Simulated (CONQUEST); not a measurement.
# TiC (Fm-3m) in CONQUEST: reference runs, part 2 of 2

CONQUEST 1.3.

**5. Equation of state, PBEsol, 9.75 Å³/atom (volume scaled by 0.96)**

Conquest_input reads:

```
IO.Title TiC
IO.Coordinates coords.dat
IO.FractionalAtomicCoords T
IO.Iprint 2
IO.Iprint_init 1
General.NumberOfSpecies 2
General.PseudopotentialType hamann
AtomMove.TypeOfRun static
AtomMove.FullStress T
Grid.PointsAlongX 32
Grid.PointsAlongY 32
Grid.PointsAlongZ 48
DM.SolutionMethod diagon
Diag.MPMesh T
Diag.GammaCentred T
Diag.MPMeshX 9
Diag.MPMeshY 9
Diag.MPMeshZ 6
Diag.kT 0.00183747
minE.SCTolerance 1e-6
SC.MaxIters 100
IO.AtomChargeOutput T
%block ChemicalSpeciesLabel
1 47.880 Ti
2 12.010 C
%endblock
```

coords.dat reads:

```
    5.7096087746     0.0000000000     0.0000000000
    0.0000000000     5.7096087746     0.0000000000
    0.0000000000     0.0000000000     8.0746061644
4
  0.0000000000   0.0000000000   0.0000000000 1 T T T
  0.5000000000   0.5000000000   0.5000000000 1 T T T
  0.0000000000   0.0000000000   0.5000000000 2 T T T
  0.5000000000   0.5000000000   0.0000000000 2 T T T
```

Started as:

```sh
$ OMP_NUM_THREADS=1 Conquest
```

Wall time 2.9 min (1 thread of Intel Xeon 6975P-C (Granite Rapids), shared host); peak memory 1 GiB.

The run converged. Its results:

| Item | Value |
| --- | --- |
| Free energy | -3557.2148 eV |
| Pressure | 6.5 GPa |
| Band gap on the k mesh | none (metal or under the smearing width) |
| Mulliken charges | Ti +1.10; C -1.10 e |

Caveat: Mulliken charges move with the basis; the basis of atomic orbitals isn't converged, which shifts pressures, moduli and gaps.

**6. Equation of state, PBEsol, 9.95 Å³/atom (volume scaled by 0.98)**

Conquest_input is that of step 5.

coords.dat reads:

```
    5.7489866312     0.0000000000     0.0000000000
    0.0000000000     5.7489866312     0.0000000000
    0.0000000000     0.0000000000     8.1302948631
4
  0.0000000000   0.0000000000   0.0000000000 1 T T T
  0.5000000000   0.5000000000   0.5000000000 1 T T T
  0.0000000000   0.0000000000   0.5000000000 2 T T T
  0.5000000000   0.5000000000   0.0000000000 2 T T T
```

Potentials or basis: PseudoDojo NC PBEsol, DZP, grid of 32 × 32 × 48 points.

Started as:

```sh
$ OMP_NUM_THREADS=1 Conquest
```

Wall time 2.6 min (1 thread of Intel Xeon 6975P-C (Granite Rapids), shared host); peak memory 0.94 GiB.

Results (log left out):

```yaml
Free_energy: -3557.2321 eV
Pressure: 0.3 GPa
Band_gap_on_the_k_mesh: none (metal or under the smearing width)
Mulliken_charges: Ti +1.12; C -1.12 e
```

Caveat: Mulliken charges move with the basis; the basis of atomic orbitals isn't converged, which shifts pressures, moduli and gaps.

**7. Equation of state, PBEsol, 10.16 Å³/atom**

Conquest_input is that of step 6.

coords.dat reads:

```
    5.7878323138     0.0000000000     0.0000000000
    0.0000000000     5.7878323138     0.0000000000
    0.0000000000     0.0000000000     8.1852309543
4
  0.0000000000   0.0000000000   0.0000000000 1 T T T
  0.5000000000   0.5000000000   0.5000000000 1 T T T
  0.0000000000   0.0000000000   0.5000000000 2 T T T
  0.5000000000   0.5000000000   0.0000000000 2 T T T
```

Started as:

```sh
$ OMP_NUM_THREADS=1 Conquest
```

Wall time 2.7 min (1 thread of Intel Xeon 6975P-C (Granite Rapids), shared host); peak memory 0.94 GiB.

It converged, with:

- Free energy: -3557.2202 eV
- Pressure: -4.9 GPa
- Band gap on the k mesh: none (metal or under the smearing width)
- Mulliken charges: Ti +1.13; C -1.13 e

Caveat: Mulliken charges move with the basis; the basis of atomic orbitals isn't converged, which shifts pressures, moduli and gaps; the real-space grid breaks the cell's symmetry a little.

**8. Equation of state, PBEsol, 10.36 Å³/atom (volume scaled by 1.02)**

Conquest_input is that of step 7.

coords.dat reads:

```
    5.8261634462     0.0000000000     0.0000000000
    0.0000000000     5.8261634462     0.0000000000
    0.0000000000     0.0000000000     8.2394393616
4
  0.0000000000   0.0000000000   0.0000000000 1 T T T
  0.5000000000   0.5000000000   0.5000000000 1 T T T
  0.0000000000   0.0000000000   0.5000000000 2 T T T
  0.5000000000   0.5000000000   0.0000000000 2 T T T
```

Potentials or basis: PseudoDojo NC PBEsol, DZP, grid of 32 × 32 × 48 points.

Started as:

```sh
$ OMP_NUM_THREADS=1 Conquest
```

Standard output:

```text
Simulation cell dimensions:     5.8262 a0 x     5.8262 a0 x     8.2394 a0

      Atomic coordinates (a0)
         Atom         X         Y         Z  Species
            1    0.0000    0.0000    0.0000        1
            2    2.9131    2.9131    4.1197        1
            3    0.0000    0.0000    4.1197        2
            4    2.9131    2.9131    0.0000        2

         Monkhorst-Pack mesh:   9 x   9 x   6 gamma-centred
        This calculation includes non-local pseudopotentials,
         with a maximum core radius of      8.22691935

    Job title: TiC
    Job to be run: static calculation

[... 5 lines left out ...]
      Using Fermi-Dirac smearing

    Integration grid size:     32 x   32 x   48

    Integration grid spacing:  0.182 a0 x 0.182 a0 x 0.172 a0

    Number of species:  2
    --------------------------------------------------------
    |   #  mass (au)  Charge (e)  SF Rad (a0)  NSF  Label  |
    --------------------------------------------------------
    |   1     47.880      12.000        8.557   19  Ti     |
    |   2     12.010       4.000        6.554   13  C      |
    --------------------------------------------------------
          SCF tolerance:                 0.00000100
          SCF iterations:               100

    LibXC version:  6. 2. 2
    Using the GGA functional Perdew, Burke & Ernzerhof SOL
    Using the GGA functional Perdew, Burke & Ernzerhof SOL

[... 33 lines left out ...]
          Total number of electrons        :        32.000008231596361
[... 16 lines left out ...]
          DFT Total Energy                 :      -130.723994642154537 Ha
          Total number of electrons        :        32.000013161485057
    PulayMixSC: Pulay iteration     6 residual:              0.25274E-04
          Harris-Foulkes Energy            :      -130.723997374234528 Ha
          GroundState Energy (E-(1/2)TS)   :      -130.724075324702937 Ha
          Free Energy (E-TS)               :      -130.724153275171318 Ha
          DFT Total Energy                 :      -130.723997137240616 Ha
          Total number of electrons        :        32.000013063162655
    PulayMixSC: Pulay iteration     7 residual:              0.77868E-05
          Harris-Foulkes Energy            :      -130.723997555130126 Ha
          GroundState Energy (E-(1/2)TS)   :      -130.724075413474736 Ha
          Free Energy (E-TS)               :      -130.724153271819347 Ha
          DFT Total Energy                 :      -130.723997554892321 Ha
          Total number of electrons        :        32.000013407664625
    PulayMixSC: Pulay iteration     8 residual:              0.21544E-06
    PulayMixSC: Reached SCF tolerance of  0.21544E-06 after      8 iterations
      | Number of electrons      =        32.000013
      |* band energy as 2Tr[K.H] =       -35.772770545385107 Ha
      |  screened ion-ion energy =       -98.573091937811313 Ha
      |  Ha correction           =         1.084928100659483 Ha
      |  XC correction           =         2.536943321175915 Ha
      | GS Energy as E-(1/2)TS   =      -130.724075413474736 Ha
      | Free Energy as E-TS      =      -130.724153271819347 Ha
      |* Harris-Foulkes energy   =      -130.723997555130126 Ha
      |* DFT total energy        =      -130.723997554892321 Ha
      |  estimated accuracy      =        -0.000000000237804 Ha

    force: Forces on atoms (Ha/a0)
    force:  Atom   X              Y              Z
    force:     1  -0.0000000000   0.0000000000  -0.0000000000
    force:     2   0.0000000000  -0.0000000000  -0.0000000000
    force:     3  -0.0000000000  -0.0000000000   0.0000000000
    force:     4   0.0000000000   0.0000000000  -0.0000000000

    force: Maximum force :        0.00000000(Ha/a0) on atom         2 in z direction
    force: Force Residual:        0.00000000 Ha/a0
    force: Total stress:          8.90488170     0.00000000     0.00000000 GPa
                             0.00000000     8.90488170     0.00000000
                             0.00000000     0.00000000     9.08005682
    force: Average pressure:     -8.96327341 GPa

    force: Finished force
    get_E_and_F: Change in energy during last step of electronic optimisation: -0.18090E-06

    BIBLIOGRAPHY: Please consider citing the following references in the conquest.bib file

    CONQUEST:         Bowler2002pt, Miyazaki2004, Nakata2020
    Basis:            Bowler2019
    DM:               Bowler:2006xr
    Pseudopotentials: Hamann2013, Bowler2019
    XC references from LibXC:
```

Wall time 2.7 min (1 thread of Intel Xeon 6975P-C (Granite Rapids), shared host); peak memory 0.94 GiB.

Results:

| Property | Result |
| --- | --- |
| Free energy | -3557.1854 eV |
| Pressure | -9.0 GPa |
| Band gap on the k mesh | none (metal or under the smearing width) |
| Mulliken charges | Ti +1.14; C -1.14 e |

Caveat: Mulliken charges move with the basis; the basis of atomic orbitals isn't converged, which shifts pressures, moduli and gaps; the real-space grid breaks the cell's symmetry a little.

**9. Equation of state, PBEsol, 10.56 Å³/atom (volume scaled by 1.04)**

Conquest_input is that of step 8.

coords.dat reads:

```
    5.8639967366     0.0000000000     0.0000000000
    0.0000000000     5.8639967366     0.0000000000
    0.0000000000     0.0000000000     8.2929437137
4
  0.0000000000   0.0000000000   0.0000000000 1 T T T
  0.5000000000   0.5000000000   0.5000000000 1 T T T
  0.0000000000   0.0000000000   0.5000000000 2 T T T
  0.5000000000   0.5000000000   0.0000000000 2 T T T
```

Potentials or basis: PseudoDojo NC PBEsol, DZP, grid of 32 × 32 × 48 points.

Started as:

```sh
$ OMP_NUM_THREADS=1 Conquest
```

Run time: 2.4 min. Hardware: 1 thread of Intel Xeon 6975P-C (Granite Rapids), shared host; peak memory 0.9 GiB.

The run converged. Its results:

```yaml
Free_energy: -3557.1262 eV
Pressure: -14.0 GPa
Band_gap_on_the_k_mesh: none (metal or under the smearing width)
Mulliken_charges: Ti +1.15; C -1.15 e
```

Caveat: Mulliken charges move with the basis; the basis of atomic orbitals isn't converged, which shifts pressures, moduli and gaps; the real-space grid breaks the cell's symmetry a little.

**10. Equation of state, PBEsol, 10.77 Å³/atom (volume scaled by 1.06)**

Conquest_input is that of step 9.

coords.dat reads:

```
    5.9013480412     0.0000000000     0.0000000000
    0.0000000000     5.9013480412     0.0000000000
    0.0000000000     0.0000000000     8.3457664355
4
  0.0000000000   0.0000000000   0.0000000000 1 T T T
  0.5000000000   0.5000000000   0.5000000000 1 T T T
  0.0000000000   0.0000000000   0.5000000000 2 T T T
  0.5000000000   0.5000000000   0.0000000000 2 T T T
```

Started as:

```sh
$ OMP_NUM_THREADS=1 Conquest
```

Wall time 2.3 min (1 thread of Intel Xeon 6975P-C (Granite Rapids), shared host); peak memory 0.88 GiB.

Results (log left out):

```
Free energy            : -3557.0460 eV
Pressure               : -17.4 GPa
Band gap on the k mesh : none (metal or under the smearing width)
Mulliken charges       : Ti +1.15; C -1.15 e
```

Caveat: Mulliken charges move with the basis; the basis of atomic orbitals isn't converged, which shifts pressures, moduli and gaps; the real-space grid breaks the cell's symmetry a little.

**11. Equation of state, PBEsol**

Potentials or basis: PseudoDojo NC PBEsol, DZP, grid of 32 × 32 × 48 points.

This step only gathers the single runs of the series.

What came out:

| Quantity | Value |
| --- | --- |
| Equilibrium volume | 9.97 Å³/atom |
| Bulk modulus | 265 GPa |
| Pressure derivative of the bulk modulus | 3.4 (rough: it moves with the points fitted) |

Energy against volume, from the lowest point:
```
volume (Å³/atom)  energy (meV/atom)
           9.548              16.13
           9.752               4.33
           9.955               0.00
          10.158               2.98
          10.361              11.68
          10.564              26.48
          10.767              46.54
```

Caveat: the DZP basis gives volumes some 2 % larger than converged bases do, and moduli off by several per cent; the basis of atomic orbitals isn't converged, which shifts pressures, moduli and gaps.

**12. The runs side by side**

```csv
task,potentials or basis,cell,gap on the mesh (eV),pressure (GPa)
single point,"PseudoDojo NC PBEsol, DZP, grid cutoff 150 Ha",as given,none,-4.9
single point,"PseudoDojo NC PBEsol, DZP, grid cutoff 150 Ha","atoms moved at random, drawn with an rms of 0.05 Å",none,-4.3
equation of state,"PseudoDojo NC PBEsol, DZP, grid of 32 × 32 × 48 points",as given,-,-
```

Alike in all rows: level PBEsol; no spin polarisation; k mesh 9 × 9 × 6; smearing fermi-dirac 0.05 eV.

Caveats: the basis of atomic orbitals isn't converged, which shifts pressures, moduli and gaps; the box holds several primitive cells, so bands are folded and the points are those of the box's own zone (some runs); the real-space grid breaks the cell's symmetry a little (some runs); the DZP basis gives volumes some 2 % larger than converged bases do, and moduli off by several per cent (some runs).

Total energies depend on the potentials used, so only differences within one code and one set of settings carry meaning.
